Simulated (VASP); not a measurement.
# Te in VASP: further runs

The runs below take Te through single point, with optB86b-vdW, rev-vdW-DF2.

Everything below comes from runs of VASP 6.6.1. Logs are shortened: lines on timing, memory, paths and dates and some standing lists are left out, and cuts for length are marked.

### 1 Starting point

The cell holds a molecule in a box, 1 atom: a = 10.500 Å, b = 11.000 Å, c = 11.500 Å, α = 90.00°, β = 90.00°, γ = 90.00°.

### 2 Single point, optB86b-vdW

File INCAR:

```
PREC = Accurate ; ENCUT = 400
EDIFF = 1E-6 ; ISMEAR = 0
SIGMA = 0.01 ; LREAL = False
LASPH = True ; NELM = 80
ALGO = Normal ; ISIF = 2
LWAVE = False ; LCHARG = False
GGA = MK ; LUSE_VDW = True
AGGAC = 0.0 ; PARAM1 = 0.1234
PARAM2 = 1.0 ; NBANDS = 9
ISYM = 0
```

File KPOINTS:

```
regular mesh
0
Gamma
  1 1 1
```

File POSCAR:

```
Te                                      
1.0
   10.5000000000      0.0000000000      0.0000000000
    0.0000000000     11.0000000000      0.0000000000
    0.0000000000      0.0000000000     11.5000000000
  Te            
     1
Selective dynamics
Direct
     0.5000000000000000    0.5045454544999970    0.5000000000000000   F   F   F
```

Potentials or basis: VASP PAW PBE potentials, release 64 (Te).

Run with:

```sh
$ cat potpaw_PBE.64/Te/POTCAR > POTCAR
$ mpirun -np 1 vasp_gam > vasp.out
```

OUTCAR:

```text
PREC = Accurate
   ENCUT = 400
   EDIFF = 1E-6
   ISMEAR = 0
   LREAL = False
   LASPH = True
   NELM = 80
   ISIF = 2
   GGA = MK
   ISYM = 0

 ion  position               nearest neighbor table
   1  0.500  0.505  0.500-

IMPORTANT INFORMATION: All symmetrisations will be switched off!
NOSYMM: (Re-)initialisation of all symmetry stuff for point group C_1.

----------------------------------------------------------------------------------------

                                     Primitive cell

  volume of cell :    1328.2500

  direct lattice vectors                    reciprocal lattice vectors
    10.500000000  0.000000000  0.000000000     0.095238095  0.000000000  0.000000000
     0.000000000 11.000000000  0.000000000     0.000000000  0.090909091  0.000000000
     0.000000000  0.000000000 11.500000000     0.000000000  0.000000000  0.086956522

  length of vectors
    10.500000000 11.000000000 11.500000000     0.095238095  0.090909091  0.086956522

  position of ions in fractional coordinates (direct lattice)
     0.500000000  0.504545454  0.500000000

  ion indices of the primitive-cell ions
   primitive index   ion index
                 1           1

----------------------------------------------------------------------------------------

 KPOINTS: regular mesh

Automatic generation of k-mesh.
 Grid dimensions read from file:
 generate k-points for:    1    1    1

 Generating k-lattice:

  Cartesian coordinates                     Fractional coordinates (reciprocal lattice)
     0.095238095  0.000000000  0.000000000     1.000000000  0.000000000  0.000000000
     0.000000000  0.090909091  0.000000000     0.000000000  1.000000000  0.000000000
     0.000000000  0.000000000  0.086956522     0.000000000  0.000000000  1.000000000

  Length of vectors
     0.095238095  0.090909091  0.086956522

  Shift w.r.t. Gamma in fractional coordinates (k-lattice)
     0.000000000  0.000000000  0.000000000

 Subroutine IBZKPT returns following result:
 ===========================================

 Found      1 irreducible k-points:

 Following reciprocal coordinates:
            Coordinates               Weight
  0.000000  0.000000  0.000000      1.000000
   k-points           NKPTS =      1   k-points in BZ     NKDIM =      1   number of bands    NBANDS=      9
   number of dos      NEDOS =    301   number of ions     NIONS =      1
   total plane-waves  NPLWV = 403200
   dimension x,y,z NGX =    70 NGY =   72 NGZ =   80
   dimension x,y,z NGXF=   140 NGYF=  144 NGZF=  160
   ions per type =               1
   NGX,Y,Z   is equivalent  to a cutoff of  11.08, 10.88, 11.56 a.u.
   NGXF,Y,Z  is equivalent  to a cutoff of  22.17, 21.76, 23.13 a.u.
 SYSTEM =  unknown system
   PREC   = accura    normal or accurate (medium, high low for compatibility)
   ISTART =      0    job   : 0-new  1-cont  2-samecut
   ICHARG =      2    charge: 1-file 2-atom 10-const
   ISPIN  =      1    spin polarized calculation?
   LNONCOLLINEAR =      F non collinear calculations
   LSORBIT =      F    spin-orbit coupling
   LASPH  =      T    aspherical Exc in radial PAW
   ENCUT  =  400.0 eV  29.40 Ry    5.42 a.u.  17.12 17.94 18.75*2*pi/ulx,y,z
   NELM   =     80;   NELMIN=  2; NELMDL= -5     # of ELM steps
   EDIFF  = 0.1E-05   stopping-criterion for ELM
   LREAL  =      F    real-space projection
   EDIFFG = 0.1E-04   stopping-criterion for IOM
   NSW    =      0    number of steps for IOM
   IBRION =     -1    ionic relax: 0-MD 1-quasi-New 2-CG
   NFREE  =      0    steps in history (QN), initial steepest desc. (CG)
   ISIF   =      2    stress and relaxation
   ISYM   =      0    0-nonsym 1-usesym 2-fastsym
   POTIM  = 0.5000    time-step for ionic-motion
   TEBEG  =    0.0;   TEEND  =   0.0 temperature during run
   PSTRESS=    0.0 pullay stress
   NELECT =       6.0000    total number of electrons
   NUPDOWN=      -1.0000    fix difference up-down
   EMIN   =  10.00;   EMAX   =-10.00  energy-range for DOS
   EFERMI =   0.00;   METHOD = LEGACY
   ISMEAR =     0;   SIGMA  =   0.01  broadening in eV -4-tet -1-fermi 0-gaus
   EFERMI_NEDOS =   21; number of points for ismear=-14 and -15
   IALGO  =     38    algorithm
   IMIX   =      4    mixing-type and parameters
     AMIX     =   0.40;   BMIX     =  1.00
     AMIX_MAG =   1.60;   BMIX_MAG =  1.00
  volume/ion in A,a.u.               =    1328.25      8963.47
  Fermi-wavevector in a.u.,A,eV,Ry     =   0.270623  0.511404  0.996450  0.073237
  Thomas-Fermi vector in A             =   1.109268
   LORBIT       =      0    0 simple, 1 ext, 2 COOP (PROOUT), +10 PAW based schemes
   GGA     = MK    functional components
   LHFCALC =     F    Hartree Fock is set to
   AEXX    =    0.0000 exact exchange contribution
   IVDW_NL    =     1    kernel type
   BPARAM     = 6.3000
   IVDW    =     0    specifies the selected vdW correction
   LEPSILON=     F    determine dielectric tensor
   LRPA    =     F    only Hartree local field effects (RPA)
 non-spin polarized calculation
 Gauss-broadening in eV      SIGMA  =   0.01
  energy-cutoff  :      400.00
  volume of cell :     1328.25
 maximum number of plane-waves:     12033
 NGX is ok and might be reduce to    70
   NGX = 35   NGY = 35   NGZ = 37

 number of electron       6.0000001 magnetization

 Free energy of the ion-electron system (eV)
  ---------------------------------------------------
  ext. energy  EPLUGINS =         0.00000000
  ---------------------------------------------------
  free energy    TOTEN  =         2.12487977 eV

  energy without entropy =        2.14030598  energy(sigma->0) =        2.13259287

 E-fermi :  -5.6929     XC(G=0):  -0.9128

 val. band max:       -5.6959480786   @ k =   0.0000   0.0000   0.0000
 cond. band min:      -0.6481714334   @ k =   0.0000   0.0000   0.0000
 fundamental gap:      5.0477766452
 Fermi energy:        -5.6929184896

 k-point     1 :       0.0000    0.0000    0.0000
  band No.  band energies     occupation
      1     -14.8796      2.00000
      2      -5.6960      1.33477
      3      -5.6960      1.33356
      4      -5.6959      1.33168
      5      -0.6482      0.00000
      6       0.6668      0.00000
      7       0.6719      0.00000
      8       0.6916      0.00000
      9       0.7637      0.00000

------------------------ aborting loop because EDIFF is reached ----------------------------------------

  FORCE on cell =-STRESS in cart. coord.  units (eV):
  Direction    XX          YY          ZZ          XY          YZ          ZX
  --------------------------------------------------------------------------------------
  -------------------------------------------------------------------------------------
  Total        0.0027575     -0.0032909     -0.0058121     -0.0009415      0.0008534      0.0031863
  in kB        0.0033262     -0.0039695     -0.0070107     -0.0011356      0.0010294      0.0038434
  external PRESSURE =      -0.0025513 kB  Pullay stress =       0.0000000 kB

 VOLUME and BASIS-vectors are now :
 -----------------------------------------------------------------------------
  energy-cutoff  :      400.00
  volume of cell :     1328.25
      direct lattice vectors                 reciprocal lattice vectors
    10.500000000  0.000000000  0.000000000     0.095238095  0.000000000  0.000000000
     0.000000000 11.000000000  0.000000000     0.000000000  0.090909091  0.000000000
     0.000000000  0.000000000 11.500000000     0.000000000  0.000000000  0.086956522

 POSITION                                       TOTAL-FORCE (eV/Angst)
 -----------------------------------------------------------------------------------
      5.25000      5.55000      5.75000         0.000002      0.000123     -0.000001
 -----------------------------------------------------------------------------------
    total drift:                                0.000002      0.000123     -0.000001

  FREE ENERGIE OF THE ION-ELECTRON SYSTEM (eV)
  ---------------------------------------------------
  free  energy   TOTEN  =         2.1248797692 eV

  energy  without entropy=        2.1403059775  energy(sigma->0) =        2.13259287

Total vdW correction in eV:      2.1483035
```

stdout:

```text
POSCAR found type information on POSCAR Te
 POSCAR found :  1 types and       1 ions
 scaLAPACK will be used
 -----------------------------------------------------------------------------
|                                                                             |
|                                                                             |
|     You have switched on vdW-DFT.                                           |
[... 16 lines left out ...]
 -----------------------------------------------------------------------------

 LDA part: xc-table for (Slater+PW92), standard interpolation
 POSCAR, INCAR and KPOINTS ok, starting setup
 FFT: planning ... GRIDC
 FFT: planning ... GRID_SOFT
 FFT: planning ... GRID
 WAVECAR not read
 entering main loop
```

Wall time 7.2 min (1 thread of Intel Xeon Platinum 8488C (Sapphire Rapids), shared host); peak memory 2.5 GiB.

Results:

| Item | Value |
| --- | --- |
| Free energy | 2.1249 eV |
| Gap between the frontier levels | 5.05 eV |

Caveat: the PAW data sets were made with another functional, which shifts forces and pressure a little; spin-orbit coupling is left out, which moves the levels of the heavy elements.

### 3 Single point, rev-vdW-DF2

INCAR, as its differences from that of step 2:

```diff
@@ -8,3 +8,3 @@
 AGGAC = 0.0 ; PARAM1 = 0.1234
-PARAM2 = 1.0 ; NBANDS = 9
-ISYM = 0
+PARAM2 = 0.711357 ; ZAB_VDW = -1.8867
+NBANDS = 9 ; ISYM = 0
```

KPOINTS is that of step 2.

POSCAR is that of step 2.

Potentials or basis: VASP PAW PBE potentials, release 64 (Te).

Run with:

```sh
$ cat potpaw_PBE.64/Te/POTCAR > POTCAR
$ mpirun -np 1 vasp_gam > vasp.out
```

Run time: 11 min. Hardware: 1 thread of Intel Xeon Platinum 8488C (Sapphire Rapids), shared host; peak memory 2.5 GiB.

The run converged. Its results:

```
Free energy                     : 1.8627 eV
Gap between the frontier levels : 5.07 eV
```

Levels at points of the mesh, in eV from the valence-band top:
```tsv
k point	band 1	band 2	band 3	band 4	band 5	band 6	band 7	band 8	band 9
(0.00, 0.00, 0.00)	-9.19	0.00	0.00	0.00	5.07	6.40	6.42	6.43	6.52
```

Caveat: the PAW data sets were made with another functional, which shifts forces and pressure a little; spin-orbit coupling is left out, which moves the levels of the heavy elements.
